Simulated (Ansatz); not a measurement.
# Structure optimisation: cadmium, simple cubic

Theory: DFT, PBE, plane waves (420 eV) with PAW, scalar-relativistic in Ansatz.

k-point mesh 11×11×11, Fermi-Dirac smearing 0.1 eV, no spin polarisation. Cell and atoms relax.

Starting structure:

```
Cd
1.0
     2.85668    0.00000    0.00000
     0.00000    2.85668    0.00000
     0.00000    0.00000    2.85668
Cd
1
Direct
  0.00000 0.00000 0.00000
```

Problem. The pressure at the start is 6.5 GPa. By how much does the volume change?

Solution. From 23.31 to 26.85 Å³ per atom, 15.2 %. The final cell has a = 2.994 Å.

Problem. How much energy does the relaxation gain?

Solution. 60.7 meV per atom.

Path of the relaxation (the plane waves are chosen anew near the end, which can shift the energy a little):

```tsv
step	E − E(final) (meV/atom)	V (Å³/atom)	P (GPa)	max force (eV/Å)
0	60.75	23.312	6.49	0.000
1	0.90	26.890	-0.05	0.000
2	0.01	26.890	-0.07	0.000
3	-0.01	26.849	-0.02	0.000
4	0.00	26.849	-0.02	0.000
```
